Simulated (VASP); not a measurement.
Here is a VASP 6.6.1 calculation.

POSCAR

```
SiNi
1.0
    4.5036940000      0.0000000000      0.0000000000
    0.0000000000      4.5036940000      0.0000000000
    0.0000000000      0.0000000000      4.5036940000
Ni Si
4 4
Direct
    0.1495040000      0.1495040000      0.1495040000
    0.6495040000      0.3504960000      0.8504960000
    0.8504960000      0.6495040000      0.3504960000
    0.3504960000      0.8504960000      0.6495040000
    0.8468300000      0.8468300000      0.8468300000
    0.3468300000      0.6531700000      0.1531700000
    0.1531700000      0.3468300000      0.6531700000
    0.6531700000      0.1531700000      0.3468300000
```

INCAR.step1

```
  PREC = Accurate
  ENCUT = 520
  EDIFF = 1E-6
  ISMEAR = 0
  SIGMA = 0.02
  LREAL = F
  LASPH = T
  NELM = 100
  ALGO = Fast
  ISIF = 2
  LWAVE = F
  LCHARG = T
  ISPIN = 2
  MAGMOM = 1 1 1 1 0 0 0 0
  LMAXMIX = 4
  GGA = PS
```

Contents of KPOINTS.step1:

```
Automatic mesh
0
Gamma
  5 5 5
```

INCAR.step2

```
  PREC = Accurate
  ENCUT = 520
  EDIFF = 1E-6
  ISMEAR = -5
  SIGMA = 0.02
  LREAL = F
  LASPH = T
  NELM = 100
  ALGO = Fast
  ISIF = 2
  LWAVE = F
  LCHARG = F
  ISPIN = 2
  MAGMOM = 1 1 1 1 0 0 0 0
  LORBIT = 11
  LMAXMIX = 4
  GGA = PS
  NEDOS = 1001
  ICHARG = 11
```

Contents of KPOINTS.step2:

```
Automatic mesh
0
Gamma
  8 8 8
```

Potentials or basis: VASP PAW PBE potentials, release 64 (Ni, Si).

Launch:

```bash
$ cat potpaw_PBE.64/Ni/POTCAR potpaw_PBE.64/Si/POTCAR > POTCAR
$ cp INCAR.step1 INCAR
$ cp KPOINTS.step1 KPOINTS
$ mpirun -np 1 vasp_std > vasp.out
$ cp INCAR.step2 INCAR
$ cp KPOINTS.step2 KPOINTS
$ mpirun -np 1 vasp_std > vasp.out
```

Problem. What does it give for the net moment?

Solution. 0.00 μB per cell.

States per cell in windows of 1 eV (zero at the Fermi level; states under -8 eV left out):
```tsv
from (eV)	up	down	Ni1_d_up	Ni2_d_up	Ni3_d_up	Ni4_d_up	Ni1_d_down	Ni2_d_down
-8.0	0.85	0.85	0.03	0.03	0.03	0.03	0.03	0.03
-7.0	1.56	1.56	0.09	0.09	0.09	0.09	0.09	0.09
-6.0	1.85	1.85	0.17	0.17	0.17	0.17	0.17	0.17
-5.0	3.58	3.58	0.55	0.55	0.55	0.55	0.55	0.55
-4.0	6.28	6.28	1.20	1.20	1.20	1.20	1.20	1.20
-3.0	6.26	6.26	1.41	1.41	1.41	1.41	1.41	1.41
-2.0	2.41	2.41	0.50	0.50	0.50	0.50	0.50	0.50
-1.0	1.53	1.53	0.25	0.25	0.25	0.25	0.25	0.25
0.0	1.68	1.68	0.21	0.21	0.21	0.21	0.21	0.21
1.0	1.81	1.81	0.16	0.16	0.16	0.16	0.16	0.16
2.0	1.87	1.87	0.11	0.11	0.11	0.11	0.11	0.11
3.0	1.30	1.30	0.06	0.06	0.06	0.06	0.06	0.06
4.0	0.37	0.37	0.01	0.01	0.01	0.01	0.01	0.01
5.0	0.01	0.02	0.00	0.00	0.00	0.00	0.00	0.00
```
